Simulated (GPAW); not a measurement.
Pd in GPAW: convergence with plane-wave cutoff (eV)

Input of the first run (plane-wave cutoff (eV) 240); the others differ in this setting and in those tied to it:

File run.py:

```python
import json
import numpy as np
import spglib
from ase.constraints import FixSymmetry
from ase.filters import FrechetCellFilter
from ase.io import read, write
from ase.optimize import BFGS
from ase.stress import full_3x3_to_voigt_6_stress, voigt_6_to_full_3x3_strain, voigt_6_to_full_3x3_stress
from ase.units import GPa
from gpaw import GPAW, PW

atoms = read('Pd.xyz')

calc = GPAW(mode=PW(240),
            xc='mBEEF',
            kpts={'size': (8, 8, 8), 'gamma': True},
            occupations={'name': 'fermi-dirac', 'width': 0.05},
            setups={'Pd': '10'},
            nbands=-9,
            convergence={'density': 1e-06, 'eigenstates': 1e-09},
            maxiter=150,
            txt='gpaw.txt')
atoms.calc = calc
atoms.set_constraint(FixSymmetry(atoms))
BFGS(FrechetCellFilter(atoms), trajectory='relax.traj', logfile='-').run(fmax=0.005, steps=40)
atoms.set_constraint()
energy = atoms.get_potential_energy()
forces = atoms.get_forces()
stress = atoms.get_stress()
calc.write('gs.gpw')
write('result.traj', atoms)
print('Cell:', atoms.cell.cellpar().round(4))
print(atoms.get_scaled_positions().round(5))

gpts = tuple(int(n) for n in calc.get_number_of_grid_points())
cell = atoms.cell[:].T
dataset = spglib.get_symmetry((atoms.cell[:], atoms.get_scaled_positions(), atoms.numbers), symprec=1e-4)
rotations = [cell @ w @ np.linalg.inv(cell) for w in dataset['rotations']]
strains, clamped, relaxed = [], [], []
for v in [0, 3]:
    for e in (-0.005, 0.005):
        voigt = np.zeros(6)
        voigt[v] = e
        F = voigt_6_to_full_3x3_strain(voigt)
        a = atoms.copy()
        a.set_cell(atoms.cell[:] @ F, scale_atoms=True)
        c = GPAW(mode=PW(240),
                 xc='mBEEF',
                 kpts={'size': (8, 8, 8), 'gamma': True},
                 occupations={'name': 'fermi-dirac', 'width': 0.05},
                 setups={'Pd': '10'},
                 nbands=-9,
                 convergence={'density': 1e-06, 'eigenstates': 1e-09},
                 maxiter=150,
                 gpts=gpts,
                 txt=f'strain-{v}{e:+.3f}.txt')
        a.calc = c
        s0 = s1 = a.get_stress() - stress
        print(v, e, 'clamped', (s0 / GPa).round(3), 'relaxed', (s1 / GPa).round(3), flush=True)
        for R in rotations:  # images under the point group
            eps = R @ (F - np.eye(3)) @ R.T
            strains.append(full_3x3_to_voigt_6_stress(eps) * [1, 1, 1, 2, 2, 2])
            for s, rows in ((s0, clamped), (s1, relaxed)):
                rows.append(full_3x3_to_voigt_6_stress(R @ voigt_6_to_full_3x3_stress(s) @ R.T))

C0, C = (np.linalg.lstsq(np.array(strains), np.array(s), rcond=None)[0].T / GPa for s in (clamped, relaxed))
print('Clamped-ion Cij (GPa):')
print(C0.round(1))
print('Relaxed-ion Cij (GPa):')
print(C.round(1))
json.dump({'clamped': C0.tolist(), 'relaxed': C.tolist()}, open('elastic.json', 'w'))
```

Contents of Pd.xyz:

```xyz
1
Lattice="0.0000000000 1.9465000000 1.9465000000 1.9465000000 0.0000000000 1.9465000000 1.9465000000 1.9465000000 0.0000000000" Properties=species:S:1:pos:R:3 pbc="T T T"
Pd     0.0000000000      0.0000000000      0.0000000000
```

Potentials or basis: GPAW PAW data sets (gpaw-data 1.2.1), other valence, pw.

Command:

```console
$ OMP_NUM_THREADS=1 python run.py
```

Hardware: 1 thread of Arm Neoverse V1, on a shared host.

| plane-wave cutoff (eV) | energy less the tightest run, at zero smearing (meV/atom) | pressure (GPa) | SCF cycles | CPU time (s) | peak memory (GiB) |
| --- | --- | --- | --- | --- | --- |
| 240 | 458.91 | 0.02 | 16 | 120 | 0.5 |
| 300 | 382.54 | 0.00 | 15 | 140 | 0.51 |
| 370 | 149.85 | 0.04 | 16 | 180 | 0.52 |
| 450 | 73.72 | 0.01 | 16 | 180 | 0.54 |
| 530 | 66.38 | -0.01 | 16 | 210 | 0.55 |
| 600 | 40.09 | 0.00 | 16 | 220 | 0.56 |
| 720 | 0.00 | 0.01 | 16 | 470 | 0.58 |

Against the tightest run, the pressure stays within 0.1 GPa from 240 on. Not settled before the last step: the energy (to 1 meV/atom). The tightest run that finished is the yardstick and may itself not be fully converged.

Caveat, for the tightest run too: the density grid can change from cell to cell, which puts small steps into energies and stress; the PAW data sets were made with another functional, which shifts forces and pressure a little.
